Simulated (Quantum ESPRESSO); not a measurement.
# CdTe (F-43m) in Quantum ESPRESSO: phonons with PBE

Aim: the phonons of CdTe with PBE.

Everything below comes from runs of Quantum ESPRESSO 7.5. Logs are shortened: lines on timing, memory, paths and dates and some standing lists are left out, and cuts for length are marked.

### 1 The structure

The structure is cubic, space group F-43m (No. 216). The conventional cell has a = 6.410 Å, b = 6.410 Å, c = 6.410 Å, α = 90.00°, β = 90.00°, γ = 90.00°. Te (site symmetry -43m) is surrounded by 4 Cd at 2.78 Å. Cd (site symmetry -43m) is surrounded by 4 Te at 2.78 Å.

### 2 Phonons, PBE

File pw.in:

```
&CONTROL
  calculation = 'scf'
  prefix = 'pwscf'
  outdir = './tmp'
  pseudo_dir = './pseudo'
  tprnfor = .true.
  tstress = .true.
  disk_io = 'low'
/
&SYSTEM
  ibrav = 0
  nat = 2
  ntyp = 2
  ecutwfc = 70
  nbnd = 26
  occupations = 'smearing'
  smearing = 'fd'
  degauss = 0.00367493
/
&ELECTRONS
  conv_thr = 4d-10
  electron_maxstep = 120
  mixing_beta = 0.5
/
ATOMIC_SPECIES
Te   127.6000 Te_ONCV_PBE-1.2.upf
Cd   112.4140 Cd_ONCV_PBE-1.2.upf
CELL_PARAMETERS angstrom
   0.0000000000    3.2050000000    3.2050000000
   3.2050000000    0.0000000000    3.2050000000
   3.2050000000    3.2050000000    0.0000000000
ATOMIC_POSITIONS crystal
Te     0.7500000000    0.7500000000    0.7500000000
Cd     0.0000000000    0.0000000000    0.0000000000
K_POINTS automatic
6 6 6 1 1 1
```

File relax.in:

```
&CONTROL
  calculation = 'vc-relax'
  prefix = 'pwscf'
  outdir = './tmp'
  pseudo_dir = './pseudo'
  tprnfor = .true.
  tstress = .true.
  disk_io = 'low'
  nstep = 40
  forc_conv_thr = 0.0001
  etot_conv_thr = 1d-06
/
&SYSTEM
  ibrav = 0
  nat = 2
  ntyp = 2
  ecutwfc = 70
  nbnd = 26
  occupations = 'smearing'
  smearing = 'fd'
  degauss = 0.00367493
/
&ELECTRONS
  conv_thr = 4d-10
  electron_maxstep = 120
  mixing_beta = 0.5
/
&IONS
  ion_dynamics = 'bfgs'
/
&CELL
  cell_dynamics = 'bfgs'
  press = 0
  press_conv_thr = 0.2
/
ATOMIC_SPECIES
Te   127.6000 Te_ONCV_PBE-1.2.upf
Cd   112.4140 Cd_ONCV_PBE-1.2.upf
CELL_PARAMETERS angstrom
   0.0000000000    3.2050000000    3.2050000000
   3.2050000000    0.0000000000    3.2050000000
   3.2050000000    3.2050000000    0.0000000000
ATOMIC_POSITIONS crystal
Te     0.7500000000    0.7500000000    0.7500000000
Cd     0.0000000000    0.0000000000    0.0000000000
K_POINTS automatic
6 6 6 1 1 1
```

File scf2.in:

```
&CONTROL
  calculation = 'scf'
  prefix = 'pwscf'
  outdir = './tmp'
  pseudo_dir = './pseudo'
  tprnfor = .true.
  tstress = .true.
  disk_io = 'low'
/
&SYSTEM
  ibrav = 0
  nat = 2
  ntyp = 2
  ecutwfc = 70
  nbnd = 26
  occupations = 'fixed'
/
&ELECTRONS
  conv_thr = 1d-13
  electron_maxstep = 120
  mixing_beta = 0.5
  startingpot = 'file'
  startingwfc = 'file'
/
ATOMIC_SPECIES
Te   127.6000 Te_ONCV_PBE-1.2.upf
Cd   112.4140 Cd_ONCV_PBE-1.2.upf
CELL_PARAMETERS angstrom
   0.0000000000    3.3125893247    3.3125893247
   3.3125893247    0.0000000000    3.3125893247
   3.3125893247    3.3125893247    0.0000000000
ATOMIC_POSITIONS crystal
Te     0.7500000000    0.7500000000    0.7500000000
Cd     0.0000000000    0.0000000000    0.0000000000
K_POINTS automatic
6 6 6 1 1 1
```

File ph.in:

```
phonons of CdTe
&INPUTPH
  prefix = 'pwscf'
  outdir = './tmp'
  tr2_ph = 1d-16
  fildyn = 'dyn'
  niter_ph = 60
  alpha_mix(1) = 0.7
  epsil = .true.
/
0.0000000000 0.0000000000 0.0000000000
```

File dynmat.in:

```
&INPUT
  fildyn = 'dyn'
  asr = 'crystal'
  lperm = .true.
  filout = 'dynmat.disp'
  fileig = 'dynmat.eig'
/
```

File dynmat_lo.in:

```
&INPUT
  fildyn = 'dyn'
  asr = 'crystal'
  filout = 'dynmat_lo.disp'
  fileig = 'dynmat_lo.eig'
  q(1) = 0
  q(2) = 0
  q(3) = 1
/
```

Potentials or basis: SG15 PBE 1.2.

Started as:

```bash
OMP_NUM_THREADS=1 pw.x -in pw.in > pw.out
OMP_NUM_THREADS=1 pw.x -in relax.in > relax.out
OMP_NUM_THREADS=1 pw.x -in scf2.in > scf2.out
OMP_NUM_THREADS=1 ph.x -in ph.in > ph.out
OMP_NUM_THREADS=1 dynmat.x -in dynmat.in > dynmat.out
OMP_NUM_THREADS=1 dynmat.x -in dynmat_lo.in > dynmat_lo.out
```

pw.out:

```text
This program is part of the open-source Quantum ESPRESSO suite
     for quantum simulation of materials; please cite
         "P. Giannozzi et al., J. Phys.:Condens. Matter 21 395502 (2009);
         "P. Giannozzi et al., J. Phys.:Condens. Matter 29 465901 (2017);
         "P. Giannozzi et al., J. Chem. Phys. 152 154105 (2020);
     in publications or presentations arising from this work. More details at

     Message from routine setup:
     using ibrav=0 with symmetry is DISCOURAGED, use correct ibrav instead

     G-vector sticks info
     --------------------
     sticks:   dense  smooth     PW     G-vecs:    dense   smooth      PW
     Sum        1417    1417    421                35149    35149    5601

     Using Slab Decomposition

     bravais-lattice index     =            0
     lattice parameter (alat)  =       8.5653  a.u.
     unit-cell volume          =     444.3352 (a.u.)^3
     number of atoms/cell      =            2
     number of atomic types    =            2
     number of electrons       =        36.00
     number of Kohn-Sham states=           26
     kinetic-energy cutoff     =      70.0000  Ry
     charge density cutoff     =     280.0000  Ry
     scf convergence threshold =      4.0E-10
     mixing beta               =       0.5000
     number of iterations used =            8  plain     mixing
     Exchange-correlation= PBE
                           (   1   4   3   4   0   0   0)

     celldm(1)=   8.565287  celldm(2)=   0.000000  celldm(3)=   0.000000
     celldm(4)=   0.000000  celldm(5)=   0.000000  celldm(6)=   0.000000

     crystal axes: (cart. coord. in units of alat)
               a(1) = (   0.000000   0.707107   0.707107 )
               a(2) = (   0.707107   0.000000   0.707107 )
               a(3) = (   0.707107   0.707107   0.000000 )

     reciprocal axes: (cart. coord. in units 2 pi/alat)
               b(1) = ( -0.707107  0.707107  0.707107 )
               b(2) = (  0.707107 -0.707107  0.707107 )
               b(3) = (  0.707107  0.707107 -0.707107 )

     PseudoPot. # 1 for Te read from file:
     Te_ONCV_PBE-1.2.upf
     Pseudo is Norm-conserving, Zval = 16.0
     Generated using ONCVPSP code by D. R. Hamann
     Using radial grid of  602 points,  6 beta functions with:
                l(1) =   0
                l(2) =   0
                l(3) =   1
                l(4) =   1
                l(5) =   2
                l(6) =   2

     PseudoPot. # 2 for Cd read from file:
     Cd_ONCV_PBE-1.2.upf
     Pseudo is Norm-conserving, Zval = 20.0
     Generated using ONCVPSP code by D. R. Hamann
     Using radial grid of  602 points,  6 beta functions with:
                l(1) =   0
                l(2) =   0
                l(3) =   1
                l(4) =   1
                l(5) =   2
                l(6) =   2

     atomic species   valence    mass     pseudopotential
     Te               16.00   127.60000     Te( 1.00)
     Cd               20.00   112.41400     Cd( 1.00)

     24 Sym. Ops. (no inversion) found

   Cartesian axes

     site n.     atom                  positions (alat units)
         1        Te     tau(   1) = (   1.0606602   1.0606602   1.0606602  )
         2        Cd     tau(   2) = (   0.0000000   0.0000000   0.0000000  )

     number of k points=    28  Fermi-Dirac smearing, width (Ry)=  0.0037
                       cart. coord. in units 2pi/alat
        k(    1) = (   0.0589256   0.0589256   0.0589256), wk =   0.0185185
        k(    2) = (   0.1767767   0.1767767  -0.0589256), wk =   0.0555556
        k(    3) = (   0.2946278   0.2946278  -0.1767767), wk =   0.0555556
        k(    4) = (  -0.2946278  -0.2946278   0.4124790), wk =   0.0555556
        k(    5) = (  -0.1767767  -0.1767767   0.2946278), wk =   0.0555556
        k(    6) = (  -0.0589256  -0.0589256   0.1767767), wk =   0.0555556
[... 20 lines left out ...]
        k(   27) = (   0.2946278   0.2946278   0.2946278), wk =   0.0185185
        k(   28) = (  -0.2946278  -0.2946278   0.8838835), wk =   0.0555556

     Dense  grid:    35149 G-vectors     FFT dimensions: (  45,  45,  45)

     Initial potential from superposition of free atoms

     starting charge      35.9267, renormalised to      36.0000
     Starting wfcs are random

     Self-consistent Calculation

     iteration #  1     ecut=    70.00 Ry     beta= 0.50
     Davidson diagonalization with overlap
     ethr =  1.00E-02,  avg # of iterations =  9.2

     Threshold (ethr) on eigenvalues was too large:
     Diagonalizing with lowered threshold

     Davidson diagonalization with overlap
     ethr =  2.13E-04,  avg # of iterations =  3.7

     total energy              =    -485.69680950 Ry
     estimated scf accuracy    <       0.06317379 Ry

     iteration #  2     ecut=    70.00 Ry     beta= 0.50
     Davidson diagonalization with overlap
     ethr =  1.75E-04,  avg # of iterations =  2.0
[... 43 lines left out ...]
     total energy              =    -485.71367904 Ry
     estimated scf accuracy    <          6.4E-10 Ry

     iteration #  9     ecut=    70.00 Ry     beta= 0.50
     Davidson diagonalization with overlap
     ethr =  1.78E-12,  avg # of iterations =  2.0

     End of self-consistent calculation

          k = 0.0589 0.0589 0.0589 (  4396 PWs)   bands (ev):

   -93.1894 -54.2438 -54.2438 -54.2438 -27.0998 -27.0998 -27.0998 -27.0887
   -27.0887  -2.2909   0.6691   0.6691   0.6838   0.9539   0.9539   8.3326
     8.9828   8.9828  10.4882  13.6221  13.7678  13.7678  17.0296  18.0734
    18.0734  18.9773

          k = 0.1768 0.1768-0.0589 (  4410 PWs)   bands (ev):

   -93.1894 -54.2438 -54.2438 -54.2438 -27.0999 -27.0997 -27.0997 -27.0887
   -27.0887  -2.1569   0.6910   0.7023   0.7986   0.9474   0.9598   6.8436
     8.3212   8.8212  11.3568  13.6881  14.0282  14.5033  17.0894  17.6200
    18.2978  19.5753

          k = 0.2946 0.2946-0.1768 (  4395 PWs)   bands (ev):

   -93.1894 -54.2439 -54.2438 -54.2438 -27.0999 -27.0996 -27.0996 -27.0886
   -27.0886  -1.9522   0.7274   0.7325   0.9527   0.9579   1.1375   5.1128
     7.9121   8.3896  11.3528  14.2140  14.3403  15.5388  17.5884  17.7615
    19.1675  21.1062

          k =-0.2946-0.2946 0.4125 (  4402 PWs)   bands (ev):

   -93.1894 -54.2439 -54.2438 -54.2438 -27.1000 -27.0995 -27.0995 -27.0886
   -27.0886  -1.8824   0.7374   0.7415   0.9566   0.9651   1.3340   4.5108
     7.9110   8.1338  11.2814  14.0195  14.4640  16.2990  17.7446  19.1445
    19.5826  20.5386
[... 15 lines left out ...]
          k = 0.2946 0.0589 0.0589 (  4403 PWs)   bands (ev):

   -93.1894 -54.2438 -54.2438 -54.2438 -27.1000 -27.0996 -27.0996 -27.0888
   -27.0886  -2.0954   0.7199   0.7260   0.8178   0.9536   0.9665   6.6234
     8.1611   8.1636  11.9643  12.6951  14.9006  15.0534  16.2868  18.7823
    19.0457  20.1282

          k = 0.4125 0.1768-0.0589 (  4400 PWs)   bands (ev):

   -93.1894 -54.2439 -54.2438 -54.2438 -27.1001 -27.0995 -27.0994 -27.0888
   -27.0885  -1.9285   0.7517   0.7648   0.8976   0.9707   1.1327   5.4966
     7.3180   7.8718  12.2890  13.0634  14.6430  15.8492  17.3326  19.4973
    19.8961  20.9135

          k =-0.1768-0.4125 0.5303 (  4393 PWs)   bands (ev):

   -93.1894 -54.2439 -54.2438 -54.2438 -27.0999 -27.0996 -27.0994 -27.0887
   -27.0885  -1.8263   0.7624   0.7778   0.9312   0.9632   1.4244   4.6747
     6.8743   7.6993  12.2828  13.7165  15.1201  16.1199  17.5093  19.3650
    19.8912  20.6549

          k =-0.0589-0.2946 0.4125 (  4396 PWs)   bands (ev):

   -93.1894 -54.2439 -54.2438 -54.2438 -27.0999 -27.0996 -27.0994 -27.0887
   -27.0885  -1.8848   0.7534   0.7606   0.9296   0.9595   1.2547   5.1324
     6.9048   8.0278  12.3841  13.8469  14.4735  15.6865  17.3595  18.9614
    20.0262  20.8467

          k = 0.0589-0.1768 0.2946 (  4403 PWs)   bands (ev):

   -93.1894 -54.2439 -54.2438 -54.2438 -27.1000 -27.0996 -27.0996 -27.0887
   -27.0886  -2.0498   0.7156   0.7292   0.8891   0.9556   0.9815   6.1303
     7.8149   8.4509  11.8837  13.3726  14.6067  14.8397  16.8294  18.3676
    18.9733  20.3534

          k = 0.5303 0.0589 0.0589 (  4385 PWs)   bands (ev):

   -93.1894 -54.2439 -54.2438 -54.2438 -27.1004 -27.0993 -27.0993 -27.0889
   -27.0883  -1.8356   0.8036   0.8132   0.8578   0.9821   1.2796   5.0994
     7.1831   7.3355  11.7980  12.2358  16.3431  17.0135  17.8747  19.8800
    21.2733  21.9588

          k =-0.0589-0.5303 0.6482 (  4369 PWs)   bands (ev):

   -93.1894 -54.2439 -54.2438 -54.2438 -27.1003 -27.0994 -27.0992 -27.0888
   -27.0883  -1.7701   0.8045   0.8220   0.8858   0.9762   1.5020   4.6966
     6.6795   7.1160  12.1035  12.7620  16.1673  17.0934  18.2801  20.0482
    20.7077  21.4895

          k = 0.0589-0.4125 0.5303 (  4384 PWs)   bands (ev):

   -93.1894 -54.2439 -54.2439 -54.2438 -27.0999 -27.0996 -27.0993 -27.0887
   -27.0884  -1.7942   0.7768   0.7962   0.9249   0.9585   1.4933   4.7442
     6.4036   7.5165  12.3978  14.0858  15.1939  16.4476  16.9671  18.7697
    20.9787  21.8619

          k = 0.1768-0.2946 0.4125 (  4395 PWs)   bands (ev):

   -93.1894 -54.2439 -54.2438 -54.2438 -27.0999 -27.0996 -27.0995 -27.0886
   -27.0885  -1.8836   0.7435   0.7520   0.9425   0.9641   1.2930   4.7764
     7.4482   8.0581  11.8104  13.8124  14.7731  15.8084  17.8311  18.6678
    19.6211  20.5967

          k =-0.6482 0.0589 0.0589 (  4378 PWs)   bands (ev):

   -93.1894 -54.2439 -54.2438 -54.2438 -27.1004 -27.0992 -27.0992 -27.0889
   -27.0882  -1.7695   0.8208   0.8391   0.8573   0.9856   1.4610   4.6679
     6.9575   7.1436  11.6923  12.0071  17.3708  17.8753  18.4105  20.1085
    20.8633  21.1129

          k =-0.5303 0.1768-0.0589 (  4401 PWs)   bands (ev):

   -93.1894 -54.2439 -54.2438 -54.2438 -27.1002 -27.0994 -27.0993 -27.0888
   -27.0884  -1.8269   0.7863   0.7995   0.8882   0.9756   1.3429   4.9941
     6.9163   7.3788  12.2263  12.8926  15.2074  16.8611  17.9774  20.1760
    20.5414  21.0705

          k =-0.4125 0.0589 0.0589 (  4413 PWs)   bands (ev):

   -93.1894 -54.2439 -54.2438 -54.2438 -27.1002 -27.0994 -27.0994 -27.0888
   -27.0884  -1.9543   0.7644   0.7712   0.8623   0.9752   1.0649   5.7963
     7.6060   7.6935  12.0274  12.4824  15.4318  16.0055  16.8708  19.3370
    20.3107  21.3369

          k = 0.1768 0.1768 0.1768 (  4381 PWs)   bands (ev):

   -93.1894 -54.2439 -54.2438 -54.2438 -27.0999 -27.0997 -27.0997 -27.0887
   -27.0887  -2.1040   0.7031   0.7031   0.8718   0.9539   0.9539   6.2448
     8.5961   8.5961  11.1063  14.2335  14.2335  14.4932  17.4160  17.5953
    17.5953  20.1589
[... 36 lines left out ...]
          k =-0.0589-0.2946 0.6482 (  4383 PWs)   bands (ev):

   -93.1894 -54.2439 -54.2439 -54.2438 -27.1000 -27.0996 -27.0992 -27.0887
   -27.0884  -1.7708   0.7947   0.8060   0.9156   0.9596   1.5417   4.7260
     6.4968   7.0085  12.9472  13.6549  14.8802  15.9904  18.2799  20.0320
    20.6403  21.5874

          k =-0.7660 0.1768 0.1768 (  4385 PWs)   bands (ev):

   -93.1894 -54.2439 -54.2439 -54.2438 -27.1001 -27.0994 -27.0993 -27.0888
   -27.0884  -1.7790   0.7867   0.8146   0.9022   0.9700   1.5106   4.7058
     6.4155   7.4367  11.9559  13.6290  16.1394  16.5116  17.4088  19.0189
    21.3787  22.0738

          k = 0.2946 0.2946 0.2946 (  4395 PWs)   bands (ev):

   -93.1894 -54.2439 -54.2438 -54.2438 -27.1000 -27.0995 -27.0995 -27.0886
   -27.0886  -1.9189   0.7303   0.7303   0.9621   0.9621   1.2383   4.6942
     8.2756   8.2756  10.9455  14.2768  14.2768  16.0530  17.4409  18.8903
    18.8903  21.3770

          k =-0.2946-0.2946 0.8839 (  4393 PWs)   bands (ev):

   -93.1894 -54.2439 -54.2438 -54.2438 -27.0999 -27.0996 -27.0994 -27.0886
   -27.0885  -1.8524   0.7510   0.7590   0.9473   0.9598   1.3821   4.6093
     7.1769   8.0051  11.9036  13.8574  14.8779  16.2116  17.9318  18.6210
    19.0513  21.2948

     the Fermi energy is     9.7546 ev

!    total energy              =    -485.71367904 Ry
     estimated scf accuracy    <          3.5E-10 Ry
     smearing contrib. (-TS)   =      -0.00000000 Ry
     internal energy E=F+TS    =    -485.71367904 Ry

     The total energy is F=E-TS. E is the sum of the following terms:
     one-electron contribution =    -303.68478199 Ry
     hartree contribution      =     154.94423798 Ry
     xc contribution           =     -46.30471665 Ry
     ewald contribution        =    -290.66841838 Ry

     convergence has been achieved in   9 iterations

     Forces acting on atoms (cartesian axes, Ry/au):

     atom    1 type  1   force =     0.00000000    0.00000000    0.00000000
     atom    2 type  2   force =    -0.00000000    0.00000000   -0.00000000

     Total force =     0.000000     Total SCF correction =     0.000000

     Computing stress (Cartesian axis) and pressure

          total   stress  (Ry/bohr**3)                   (kbar)     P=       44.20
   0.00030047  -0.00000000   0.00000000           44.20       -0.00        0.00
  -0.00000000   0.00030047  -0.00000000           -0.00       44.20       -0.00
   0.00000000  -0.00000000   0.00030047            0.00       -0.00       44.20

=------------------------------------------------------------------------------=
   JOB DONE.
=------------------------------------------------------------------------------=
```

It took 23 min on 1 thread of Intel Xeon Platinum 8375C at 2.90GHz (Ice Lake), shared host; peak memory 0.12 GiB.

What came out:

```
Free energy                                             : -6608.5573 eV
Relaxed volume                                          : 36.35 Å³/atom
Relaxed cell                                            : a = 4.685 Å, b = 4.685 Å, c = 4.685 Å, α = 60.00°, β = 60.00°, γ = 60.00°
Space group after relaxing (to 0.05 Å)                  : F-43m (No. 216)
Pressure after relaxing                                 : 0.0 GPa
Electronic dielectric tensor (diagonal)                 : 8.95
Born charges (mean of the diagonal)                     : Te -2.29; Cd +2.29 e
Highest phonon frequency at Γ, LO-TO splitting left out : 131 cm⁻¹
Static dielectric tensor (diagonal)                     : 12.41
```

The path:
```csv
step,energy change (eV),largest force (eV/Å),pressure (GPa),volume (Å³)
1,0.0000,0.0000,4.42,65.84
2,-0.0357,0.0000,3.25,67.34
3,-0.0633,0.0000,2.08,69.01
4,-0.0841,0.0000,0.58,71.57
5,-0.0861,0.0000,0.05,72.60
6,-0.0861,0.0000,0.00,72.70
7,-0.0861,0.0000,0.00,72.70
```

Final structure:
```xyz
2
Lattice="0.0000 3.3126 3.3126 3.3126 0.0000 3.3126 3.3126 3.3126 0.0000" Properties=species:S:1:pos:R:3 pbc="T T T"
Te    4.9689    4.9689    4.9689
Cd    0.0000    0.0000    0.0000
```

Phonon frequencies in cm⁻¹ (negative: imaginary):
```csv
q point,frequencies
"(0.000, 0.000, 0.000)",-8 -8 -8 131 131 131
```

Electronic dielectric tensor:
```
8.95 0.00 0.00
0.00 8.95 0.00
0.00 0.00 8.95
```

Born effective charge tensors (e):
atom 1, Te
```
-2.29  0.00  0.00
 0.00 -2.29  0.00
 0.00  0.00 -2.29
```
atom 2, Cd
```
2.29 0.00 0.00
0.00 2.29 0.00
0.00 0.00 2.29
```

Optical modes at Γ, degenerate ones joined, polar ones without the macroscopic field:
| cm⁻¹ | components | symmetry | active in | IR intensity, summed ((D/Å)²/amu) |
| --- | --- | --- | --- | --- |
| 131 | 3 | T2 | IR and Raman | 6.07 |

Zone-centre frequencies without and with the macroscopic field along z (cm⁻¹):
|  | optical modes in rising order |
| --- | --- |
| without | 131 131 131 |
| with the field | 131 131 154 |

Static dielectric tensor, electrons and zone-centre modes:
```
12.41  0.00  0.00
 0.00 12.41  0.00
 0.00  0.00 12.41
```

Caveat: the shifted mesh misses Γ, where the gap is smaller or closed, so treating the crystal as an insulator may be wrong and the dielectric response too small. The run has no spin-orbit coupling, so splittings on Te are missing.
